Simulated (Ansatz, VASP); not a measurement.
In3As: VASP beside Ansatz

```
In As
1.0
     4.67168    0.00000    0.00000
     0.00000    4.67168    0.00000
     0.00000    0.00000    4.67168
In As
3 1
Direct
  0.50000 0.50000 0.00000
  0.50000 0.00000 0.50000
  0.00000 0.50000 0.50000
  0.00000 0.00000 0.00000
```

The cell comes from a database or a generator and needn't be the stable form of this composition.

Alike in both runs: task single point; functional PBEsol; k mesh 6 × 6 × 6; occupations fermi-dirac, width 0.05 eV; no spin polarisation.

|  | VASP | Ansatz |
| --- | --- | --- |
| version | VASP 6.6.1 | Ansatz 0.2.0 |
| potentials or method | VASP PAW PBE potentials, release 64 (In_d, As) | Ansatz PAW |
| plane-wave cutoff (eV) | 520 | 420 |
| valence electrons in the cell | 44 | 54 |

|  | VASP | Ansatz | Ansatz less VASP |
| --- | --- | --- | --- |
| gap on the k mesh at the Fermi level (eV) | none | none | - |
| pressure (GPa) | -2.4 | -2.4 | -0.04 |

A gap of «none» marks a metal or a gap that the smearing closes. The two sets of potentials don't hold the same shells in valence.

Caveats: the PAW data sets were made with another functional, which shifts forces and pressure a little (VASP); the PAW data sets come from PBE, with cores solved anew for the run's functional, which leaves a small shift of forces and pressure (Ansatz).
